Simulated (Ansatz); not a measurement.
CrO2:

```
Cr O
1.0
     0.00000    2.33684    2.33684
     2.33684    0.00000    2.33684
     2.33684    2.33684    0.00000
Cr O
1 2
Cartesian
  0.0000 0.0000 0.0000
  1.1684 1.1684 1.1684
  3.5053 3.5053 3.5053
```

Measurements of this composition are mostly on another form, of space group No. 136.

Program: Ansatz 0.2.0. Alike in all runs: task single point; potentials or basis Ansatz PAW; cell as given; k mesh 7 × 7 × 7; cutoff (eV) 420; smearing gaussian 0.05 eV.

Q: Order these runs on this cell by their pressure, lowest first.
A. level LDA+U; spin collinear, program default start; U Cr d U = 7 eV
B. level PBEsol+U; spin collinear, ferromagnetic start; U Cr d U = 5 eV
C. level PBEsol+U; spin collinear, program default start; U Cr d U = 8 eV

A: A (1.1 GPa), B (3.6 GPa), C (13.4 GPa).

Caveats: the magnetic or orbital state may not be the lowest; a cell with one magnetic atom can't hold antiferromagnetic order, which such compounds often take; the PAW data sets come from PBE, with cores solved anew for the run's functional, which leaves a small shift of forces and pressure.
